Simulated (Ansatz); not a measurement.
# Ti: an elastic constant from a strain scan

Theory: DFT PBEsol, scalar-relativistic, plane waves, PAW in Ansatz. Cutoff 420 eV, Γ-centred 26×26×26 k-points, Gaussian smearing of 0.15 eV. No spin polarisation. Energies are free energies at this smearing, counted from the undisturbed cell; pressure is positive in compression.

The undisturbed cell (relaxed at this level; this bcc form isn't the usual structure):

```
Ti
1.0
    -1.60512    1.60512    1.60512
     1.60512   -1.60512    1.60512
     1.60512    1.60512   -1.60512
Ti
1
Direct
  0.00000 0.00000 0.00000
```

The cell is strained by ε times the Voigt pattern (1, 0, 0, 0, 0, 0) (xx, yy, zz, yz, xz, xy; engineering shear) with fractional coordinates fixed. The cell holds 1 atom in V0 = 16.54 Å³. The stress column is τ = (1/V0) dE/dε, got from the stress tensor σ (compression positive) at each point as −det(1 + εP) σ : P(1 + εP)⁻¹, with P the pattern as a tensor.

```csv
ε,ΔE (meV/atom),τ (GPa)
-0.1000,58.704,-12.426
-0.0750,31.892,-8.555
-0.0500,13.866,-5.481
-0.0250,3.411,-2.652
0.0000,0.000,-0.036
0.0250,2.982,2.293
0.0500,11.581,4.319
0.0750,25.033,6.057
0.0875,33.356,6.830
0.1000,?,?
```

Task: Which combination of elastic constants does this scan measure, and how large is it?

Result: For small ε, τ = τ0 + Kε with K = pᵀCp, which for this pattern is C11 in the cubic axes. The parabola through τ at ε = -0.0250, 0 and 0.0250 has slope K = 99 GPa at zero. The energies per cell, E = NΔE, of the same two points give K = 2[E(ε₊)/ε₊ − E(ε₋)/ε₋]/[(ε₊ − ε₋)V0] = 99 GPa, in agreement.

Task: Predict the withheld row at ε = 0.1000 from the harmonic law, and compare.

Result: ΔE = V0(τ0 ε + Kε²/2)/N = 50.688 meV/atom and τ = 9.85 GPa. The calculation gives 42.643 meV/atom and 7.55 GPa: the energy lies 16 % below the harmonic value, as bonds soften when stretched.

In a metal these slopes depend on the k mesh and the smearing.